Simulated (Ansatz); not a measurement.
# SnTe: single point, PBE (computed with Ansatz 0.2.0, plane waves, PAW)

Launched as:

```bash
ansatz run input.yaml --threads 4 --pin off --max-ram 8192MiB --backend cpu --events-out ev --progress --plain --runs-dir out
```

Input file:

```yaml
crystal:
  lattice:
    - [0.0, 3.1565012282, 3.1565012282]
    - [3.1565012282, 0.0, 3.1565012282]
    - [3.1565012282, 3.1565012282, 0.0]
  atoms:
    - { symbol: Sn, position: [0.5, 0.5, 0.5] }
    - { symbol: Te, position: [0.0, 0.0, 0.0] }
basis:
  ecutwfc: 420
  ecutrho_ratio: 4
kpoints:
  mp_grid: { grid: [6, 6, 6] }
hamiltonian:
  xc: pbe
scf:
  occupations: { method: gaussian, width: 0.05 }
output:
  forces: true
  stress: true
  eigenvalues: true
```

Q: What does this run give?

A: gap on the mesh 0.08 eV; pressure 2.0 GPa.

Output (shortened):

```
Engine: ansatz 0.2.0, aarch64-unknown-linux-gnu
Crystal: 2 atoms, lattice volume = 62.900 Å³
Basis set: ecut = 420 eV, 1243 PW (Γ), exchange–correlation on 60×60×60 points (8 copies of the dense FFT grid, shifted against one another)
Bands: 19, of which v1, the nominal top of the filled ones, is band 15 counted from 1 (14 counted from 0)
Symmetry: 48 space group operations
Space group: Fm-3m (ITA 225), of the structure as read, at distance tolerance 4.0e-5 Å
k-points: 16 of 216
Initial wavefunctions: pseudopotential atomic-orbital guess
Functional: x = pbe(κ = 0.804, μ = 0.2195149727645171), c = pbe(β = 0.06672455060314922)
[…]
SCF iter   4: F=—  HF=-13004.728493 eV  |F-HF|=—  |Δ(HF+E_count)|=   1.76e-5  Δρ=4.96e-5  dr2=1.30e-6  ethr=3.21e-8  ⟨swp⟩=2.0  Hψ=385  notcnv=0
SCF iter   5: F=—  HF=-13004.728492 eV  |F-HF|=—  |Δ(HF+E_count)|=   1.23e-7  Δρ=1.45e-5  dr2=1.23e-7  ethr=4.33e-9  ⟨swp⟩=2.0  Hψ=541  notcnv=0
SCF iter   6: F=-13004.728492 eV  HF=-13004.728492 eV  |F-HF|=2.91e-9  |Δ(HF+E_count)|=   6.43e-8  Δρ=1.99e-6  dr2=2.31e-9  ethr=3.33e-10  ⟨swp⟩=6.0  Hψ=1372  notcnv=0
SCF 1 converged in 6 iterations: F = -13004.728492 eV  dr2 = 2.31e-9
  greatest PAW one-centre occupation: 0.998 electrons in one spin orbital (limit 2), on the Te atom at site 1 (counted from 0), in its partial waves of l = 2
SCF converged after 6 iterations
Free energy (F): -13004.728492 eV
Harris-Foulkes:  -13004.728492 eV  (|F-HF|=2.91e-9)
Internal energy: -13004.727943 eV  (E = F + TS)
E sigma→0 (E₀):  -13004.728218 eV
Entropy (-TS):   -0.000549 eV (-0.275 meV/atom)
Fermi energy:    9.658389 eV
--- Forces (eV/Å), atoms counted from 1 ---
  atom   1  Sn     0.00000000    -0.00000000    -0.00000000
  atom   2  Te    -0.00000000     0.00000000    -0.00000000
--- Stress (GPa, compression-positive) ---
        1.975069      -0.000000       0.000000
        0.000000       1.975069       0.000000
        0.000000       0.000000       1.975069
  P = ⅓ Tr σ = 1.9751 GPa (19.751 kbar)
```

Time: 0.53 s on 4 threads of Arm Neoverse V1 (shared host), peak memory 0.34 GiB.

Caveats: spin–orbit coupling is left out.
